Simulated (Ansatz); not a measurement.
## BaS (wurtzite) under strain

BaS in the wurtzite structure (no longer in that coordination), relaxed with r2SCAN in Ansatz 0.2.0. Space group P6_3/mmc (No. 194), hexagonal; conventional cell a = 5.382 Å, c = 6.383 Å, 40.03 Å³ an atom. Around Ba lie 5 S at 3.11–3.19 Å; around S lie 5 Ba at 3.11–3.19 Å. The cell started from the wurtzite prototype, but the relaxation took it to the higher symmetry P6_3/mmc (No. 194), so the name no longer describes it.

The axes x, y and z are those of this cell:
```xyz
4
Lattice="5.3819 0.0000 0.0000 -2.6909 4.6608 0.0000 0.0000 0.0000 6.3833" Properties=species:S:1:pos:R:3 pbc="T T T"
Ba    0.0000    3.1072   -0.3990
Ba    2.6909    1.5536    2.7927
S     0.0000    3.1072    2.7927
S     2.6909    1.5536    5.9844
```

Unstrained: The PBE gap is indirect, 2.560 eV (Γ to K), below the direct gap of 2.669 eV at K. r2SCAN gives an indirect gap of 2.904 eV, from Γ to K; the least direct gap is 3.017 eV at K. With HSE06 the valence top lies at Γ and the conduction bottom at K, 3.484 eV higher; the smallest vertical gap, at K, is 3.605 eV. Meshes: PBE 6×6×4, r2SCAN 6×6×4, HSE06 6×6×4. Strains are changes of length per length, and xy shears are angles. After each strain the atoms were relaxed again with r2SCAN in this cell and within any symmetry left, so distortions that break it or need a larger cell weren't tested; points keep the names that they have in the unstrained zone. Simulation only: spin-unpolarised, and no claim that this is the phase found in nature.

Changes of the least gap in eV (an overlap counts as a negative gap):
```
                                                      strain  volume change (%)  space group     PBE  r2SCAN   HSE06  energy rise, r2SCAN (meV/atom)
epitaxial -0.5 % in the xy plane, free normal strain +0.15 %               -0.9     P6_3/mmc  +0.001  +0.000  +0.000                             0.5
                            isotropic +1.5 % on every length               +4.6     P6_3/mmc  +0.042  +0.043  +0.040                             8.4
                 xy shear, engineering strain (angle) +1.0 %                0.0       P2_1/m  -0.000  -0.000  -0.000                             0.0
                                     uniaxial +2.5 % along z               +2.5     P6_3/mmc  +0.056  +0.054  +0.049                             6.2
```

Epitaxial -0.5 % in the xy plane, free normal strain +0.15 %. HSE06: the gap goes from 3.484 to 3.484 eV (0.000 eV). Stress change with r2SCAN, compression positive: xx +0.40, yy +0.40, zz +0.02 GPa.

Isotropic +1.5 % on every length. HSE06: the gap goes from 3.484 to 3.523 eV (+0.040 eV). Stress change with r2SCAN, compression positive: xx -1.31, yy -1.31, zz -1.57 GPa. For HSE06, dE_g/d ln V = 0.9 eV over this step.

Xy shear, engineering strain (angle) +1.0 %. HSE06: the gap goes from 3.484 to 3.484 eV (0.000 eV). Stress change with r2SCAN, compression positive: xx 0.00, yy 0.00, zz 0.00, xy -0.03 GPa.

Uniaxial +2.5 % along z, other directions held. HSE06: the gap goes from 3.484 to 3.533 eV (+0.049 eV). Stress change with r2SCAN, compression positive: xx -0.35, yy -0.35, zz -1.85 GPa.

The runs are scalar-relativistic, without spin-orbit coupling.

The meshes of the hybrids are coarse, so their gaps aren't converged to the digits shown.
